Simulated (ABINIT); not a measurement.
# ZnS (F-43m) in ABINIT: settings compared

One crystal, ZnS, is run at these levels: PBEsol, PBE, LDA; tasks: single point.

Program: ABINIT 10.8.3 (patched build). These are calculated values, not measurements. Logs are shortened: lines on timing, memory, paths and dates and some standing lists are left out, and cuts for length are marked. The log counts tension as positive stress, the text compression.

**Measured values to compare with.**

From “Electronic, vibrational, and thermodynamic properties of ZnS (zincblende and rocksalt structure)”, 2009, arxiv:0911.5022, for a bulk crystal of ZnS at 19 K: band gap 3.85 eV (direct).

How close the calculation comes is told below.

**1. Starting point**

Symmetry: F-43m, No. 216, cubic system. The conventional cell has a = 5.404 Å, b = 5.404 Å, c = 5.404 Å, α = 90.00°, β = 90.00°, γ = 90.00°. Zn (site symmetry -43m) has 4 S at 2.34 Å as nearest neighbours. S (site symmetry -43m) has 4 Zn at 2.34 Å as nearest neighbours.

**2. Single point, PBEsol (cell relaxed)**

run.abi

```
pp_dirpath "./"
pseudos "Zn.upf, S.upf"

acell 7.1559968255 7.1559968255 7.1559968255
rprim
     0.0000000000     0.7071067812     0.7071067812
     0.7071067812     0.0000000000     0.7071067812
     0.7071067812     0.7071067812     0.0000000000
ntypat 2
znucl 30 16
natom 2
typat 1 2
xcart
     7.5900808222     7.5900808222     7.5900808222
     0.0000000000     0.0000000000     0.0000000000
chkprim 0
chksymtnons 0
tolsym 1.0e-6

ecut 38.0

kptopt 1
ngkpt 7 7 7
nshiftk 1
shiftk 0.0 0.0 0.0

ixc -116133

nband 17
occopt 3
tsmear 0.00183747

nstep 100
tolvrs 1.0e-10

iomode 3
prtwf 0
prtden 0
prteig 0
prtebands 0
enunit 1
```

Potentials or basis: PseudoDojo NC SR PBEsol v0.4.1 standard.

The run is started by

```sh
> abinit run.abi > log 2>&1
```

run.abo:

```text
.Version 10.8.3 of ABINIT
 Symmetries : space group F-4 3 m (#216); Bravais cF (face-center cubic)
================================================================================
 Values of the parameters that define the memory need of the present run
     intxc =       0    ionmov =       0      iscf =       7    lmnmax =       6
     lnmax =       6     mgfft =      40  mpssoang =       3    mqgrid =    3001
     natom =       2  nloc_mem =       1    nspden =       1   nspinor =       1
    nsppol =       1      nsym =      24    n1xccc =    2501    ntypat =       2
    occopt =       3   xclevel =       2
       mpw =        2913          nfft =       64000          nkpt =          20
================================================================================
================================================================================

--------------------------------------------------------------------------------
------------- Echo of variables that govern the present computation ------------
--------------------------------------------------------------------------------
 -outvars: echo values of preprocessed input variables --------
            acell      7.1559968255E+00  7.1559968255E+00  7.1559968255E+00 Bohr
              amu      6.53900000E+01  3.20660000E+01
          chkprim           0
      chksymtnons           0
             ecut      3.80000000E+01 Hartree
           enunit           1
              ixc     -116133
         kptrlatt        7    0    0      0    7    0      0    0    7
          kptrlen      5.00919778E+01
            natom           2
            nband          17
            ngfft          40      40      40
             nkpt          20
            nstep         100
             nsym          24
           ntypat           2
           occopt           3
           prtden           0
        prtebands           0
           prteig           0
            prtwf           0
            rprim      0.0000000000E+00  7.0710678120E-01  7.0710678120E-01
                       7.0710678120E-01  0.0000000000E+00  7.0710678120E-01
                       7.0710678120E-01  7.0710678120E-01  0.0000000000E+00
          spgroup         216
           tolsym      1.00000000E-06
           tolvrs      1.00000000E-10
           tsmear      1.83747000E-03 Hartree
            typat      1  2
           xangst      4.0164977973E+00  4.0164977973E+00  4.0164977973E+00
                      -7.1484082383E-11 -7.1484082383E-11 -7.1484082383E-11
            xcart      7.5900808222E+00  7.5900808222E+00  7.5900808222E+00
                      -1.3508533807E-10 -1.3508533807E-10 -1.3508533807E-10
             xred      7.4999999999E-01  7.4999999999E-01  7.4999999999E-01
                      -1.3348211425E-11 -1.3348211425E-11 -1.3348211425E-11
            znucl       30.00000   16.00000

================================================================================

 chkinp: Checking input parameters for consistency.

================================================================================
== DATASET  1 ==================================================================

--- !DatasetInfo
iteration_state: {dtset: 1, }
dimensions: {natom: 2, nkpt: 20, mband: 17, nsppol: 1, nspinor: 1, nspden: 1, mpw: 2913, }
cutoff_energies: {ecut:  38.0, pawecutdg:  -1.0, }
electrons: {nelect:   2.60000000E+01, charge:   0.00000000E+00, occopt:   3.00000000E+00, tsmear:   1.83747000E-03, }
meta: {optdriver: 0, ionmov: 0, optcell: 0, iscf: 7, paral_kgb: 0, }
...

 Real(R)+Recip(G) space primitive vectors, cartesian coordinates (Bohr,Bohr^-1):
 R(1)=  0.0000000  5.0600539  5.0600539  G(1)= -0.0988132  0.0988132  0.0988132
 R(2)=  5.0600539  0.0000000  5.0600539  G(2)=  0.0988132 -0.0988132  0.0988132
 R(3)=  5.0600539  5.0600539  0.0000000  G(3)=  0.0988132  0.0988132 -0.0988132
 Unit cell volume ucvol=  2.5911671E+02 bohr^3
 Angles (23,13,12)=  6.00000000E+01  6.00000000E+01  6.00000000E+01 degrees

 getcut: wavevector=  0.0000  0.0000  0.0000  ngfft=  40  40  40
         ecut(hartree)=     38.000   => boxcut(ratio)=   2.01434

--- Pseudopotential description ------------------------------------------------
- pspini: atom type   1  psp file is ./Zn.upf
12 -116133 2 -1 1312                          pspcod,pspxc,lmax,lloc,mmax
     nproj     2     2     2

- pspini: atom type   2  psp file is ./S.upf
12 -116133 2 -1 1146                          pspcod,pspxc,lmax,lloc,mmax
     nproj     2     2     2

   9.17587905E+02                                ecore*ucvol(ha*bohr**3)
--------------------------------------------------------------------------------

================================================================================

--- !BeginCycle
iteration_state: {dtset: 1, }
solver: {iscf: 7, nstep: 100, nline: 4, wfoptalg: 0, }
tolerances: {tolvrs: 1.00E-10, }
...

     iter   Etot(hartree)      deltaE(h)  residm     vres2
 ETOT  1  -218.10825111456    -2.181E+02 3.832E-01 2.840E+03
 ETOT  2  -219.13630827500    -1.028E+00 4.100E-02 4.709E+03
 ETOT  3  -219.89511571659    -7.588E-01 8.195E-03 5.994E+02
 ETOT  4  -219.95516967212    -6.005E-02 5.054E-03 2.316E+02
 ETOT  5  -219.99056141335    -3.539E-02 8.390E-04 1.808E+01
 ETOT  6  -219.99334711465    -2.786E-03 1.961E-04 1.191E+00
 ETOT  7  -219.99351926665    -1.722E-04 3.778E-05 2.285E-01
 ETOT  8  -219.99355828335    -3.902E-05 7.800E-05 1.920E-02
 ETOT  9  -219.99356198406    -3.701E-06 8.564E-06 2.569E-05
 ETOT 10  -219.99356199095    -6.888E-09 2.337E-05 9.005E-08
 ETOT 11  -219.99356199098    -3.214E-11 2.663E-06 2.064E-09
 ETOT 12  -219.99356199098     4.576E-12 7.693E-06 5.269E-10
 ETOT 13  -219.99356199098    -2.842E-13 8.477E-07 2.828E-13

 At SCF step   13       vres2   =  2.83E-13 < tolvrs=  1.00E-10 =>converged.

 Cartesian components of stress tensor (hartree/bohr^3)
  sigma(1 1)=  1.45815724E-05  sigma(3 2)=  0.00000000E+00
  sigma(2 2)=  1.45815724E-05  sigma(3 1)=  0.00000000E+00
  sigma(3 3)=  1.45815724E-05  sigma(2 1)=  0.00000000E+00

--- !ResultsGS
iteration_state: {dtset: 1, }
comment   : Summary of ground state results
lattice_vectors:
- [  0.0000000,   5.0600539,   5.0600539, ]
- [  5.0600539,   0.0000000,   5.0600539, ]
- [  5.0600539,   5.0600539,   0.0000000, ]
lattice_lengths: [   7.15600,    7.15600,    7.15600, ]
lattice_angles: [ 60.000,  60.000,  60.000, ] # degrees, (23, 13, 12)
lattice_volume:   2.5911671E+02
convergence: {deltae: -2.842E-13, res2:  2.828E-13, residm:  8.477E-07, diffor: null, }
etotal    :  -2.19993562E+02
entropy   :   0.00000000E+00
fermie    :   1.82846017E-01
cartesian_stress_tensor: # hartree/bohr^3
- [  1.45815724E-05,   0.00000000E+00,   0.00000000E+00, ]
- [  0.00000000E+00,   1.45815724E-05,   0.00000000E+00, ]
- [  0.00000000E+00,   0.00000000E+00,   1.45815724E-05, ]
pressure_GPa:  -4.2900E-01
xred      :
- [  7.5000E-01,   7.5000E-01,   7.5000E-01, Zn]
- [ -1.3348E-11,  -1.3348E-11,  -1.3348E-11,  S]
cartesian_forces: # hartree/bohr
- [ -4.36352880E-25,  -4.36352880E-25,   1.30905864E-24, ]
- [  4.36352880E-25,   4.36352880E-25,  -1.30905864E-24, ]
force_length_stats: {min:   1.44721878E-24, max:   1.44721878E-24, mean:   1.44721878E-24, }
...

 Integrated electronic density in atomic spheres:
 ------------------------------------------------
 Atom  Sphere_radius  Integrated_density
    1        2.00000         18.13656340
    2        2.00000          3.93242751
================================================================================

 ----iterations are completed or convergence reached----

 Mean square residual over all n,k,spin=   25.775E-10; max=  84.768E-08
 reduced coordinates (array xred) for    2 atoms
       0.749999999987      0.749999999987      0.749999999987
      -0.000000000013     -0.000000000013     -0.000000000013
 rms dE/dt=  6.2390E-24; max dE/dt=  8.8233E-24; dE/dt below (all hartree)
    1      -0.000000000000     -0.000000000000      0.000000000000
    2       0.000000000000      0.000000000000     -0.000000000000

 cartesian coordinates (angstrom) at end:
    1      4.01649779729531     4.01649779729531     4.01649779729531
    2     -0.00000000007148    -0.00000000007148    -0.00000000007148

 cartesian forces (hartree/bohr) at end:
    1     -0.00000000000000    -0.00000000000000     0.00000000000000
    2      0.00000000000000     0.00000000000000    -0.00000000000000
 frms,max,avg= 8.3555215E-25 1.3090586E-24   0.000E+00  0.000E+00  0.000E+00 h/b

 cartesian forces (eV/Angstrom) at end:
    1     -0.00000000000000    -0.00000000000000     0.00000000000000
    2      0.00000000000000     0.00000000000000    -0.00000000000000
 frms,max,avg= 4.2965819E-23 6.7314502E-23   0.000E+00  0.000E+00  0.000E+00 e/A
 length scales=  7.155996825500  7.155996825500  7.155996825500 bohr
              =  3.786790438780  3.786790438780  3.786790438780 angstroms
 Fermi (or HOMO) energy (eV) =   4.97549   Average Vxc (eV)= -10.23303
 Eigenvalues (   eV  ) for nkpt=  20  k points:
 kpt#   1, nband= 17, wtk=  0.00292, kpt=  0.0000  0.0000  0.0000 (reduced coord)
-120.76760  -75.08618  -75.08618  -75.08618   -9.44447   -2.57901   -2.57901   -2.57901
  -2.04788   -2.04788    3.90041    3.90041    3.90041    5.99136   10.15888   10.15888
  10.15888
 prteigrs : prtvol=0 or 1, do not print more k-points.

--- !EnergyTerms
iteration_state     : {dtset: 1, }
comment             : Components of total free energy in Hartree
kinetic             :  9.62092767279581E+01
hartree             :  9.14978159542993E+01
xc                  : -2.54203068349635E+01
Ewald energy        : -1.08272784658873E+02
psp_core            :  3.54121471752958E+00
local_psp           : -2.31057280340202E+02
non_local_psp       : -4.64914975567231E+01
internal            : -2.19993561990975E+02
'-kT*entropy'       : -7.15762853142179E-13
total_energy        : -2.19993561990976E+02
total_energy_eV     : -5.98632978696560E+03
band_energy         : -2.65751248891885E+01
...

 Cartesian components of stress tensor (hartree/bohr^3)
  sigma(1 1)=  1.45815724E-05  sigma(3 2)=  0.00000000E+00
  sigma(2 2)=  1.45815724E-05  sigma(3 1)=  0.00000000E+00
  sigma(3 3)=  1.45815724E-05  sigma(2 1)=  0.00000000E+00

-Cartesian components of stress tensor (GPa)         [Pressure= -4.2900E-01 GPa]
- sigma(1 1)=  4.29004670E-01  sigma(3 2)=  0.00000000E+00
- sigma(2 2)=  4.29004670E-01  sigma(3 1)=  0.00000000E+00
- sigma(3 3)=  4.29004670E-01  sigma(2 1)=  0.00000000E+00

== END DATASET(S) ==============================================================
================================================================================

 -outvars: echo values of variables after computation  --------
            acell      7.1559968255E+00  7.1559968255E+00  7.1559968255E+00 Bohr
           etotal     -2.1999356199E+02
            fcart     -4.3635287977E-25 -4.3635287977E-25  1.3090586393E-24
                       4.3635287977E-25  4.3635287977E-25 -1.3090586393E-24
            rprim      0.0000000000E+00  7.0710678120E-01  7.0710678120E-01
                       7.0710678120E-01  0.0000000000E+00  7.0710678120E-01
                       7.0710678120E-01  7.0710678120E-01  0.0000000000E+00
           strten      1.4581572364E-05  1.4581572364E-05  1.4581572364E-05
                       0.0000000000E+00  0.0000000000E+00  0.0000000000E+00
           xangst      4.0164977973E+00  4.0164977973E+00  4.0164977973E+00
                      -7.1484082383E-11 -7.1484082383E-11 -7.1484082383E-11
             xred      7.4999999999E-01  7.4999999999E-01  7.4999999999E-01
                      -1.3348211425E-11 -1.3348211425E-11 -1.3348211425E-11
 Calculation completed.
```

It took 41 s on 1 thread of Arm Neoverse V1, shared host; peak memory 0.08 GiB.

What came out:

```
Free energy                                           : -5986.3298 eV
Pressure                                              : -0.4 GPa
Band gap on the k mesh                                : 2.09 eV, direct
Valence electrons inside the program's atomic spheres : Zn 18.14; S 3.93
```

Levels at points of the mesh, in eV from the valence-band top:
```tsv
k point	band 10	band 11	band 12	band 13	band 14	band 15	band 16	band 17
(0.00, 0.00, 0.00)	-5.95	0.00	0.00	0.00	2.09	6.26	6.26	6.26
```

[end of part 1 of 2]
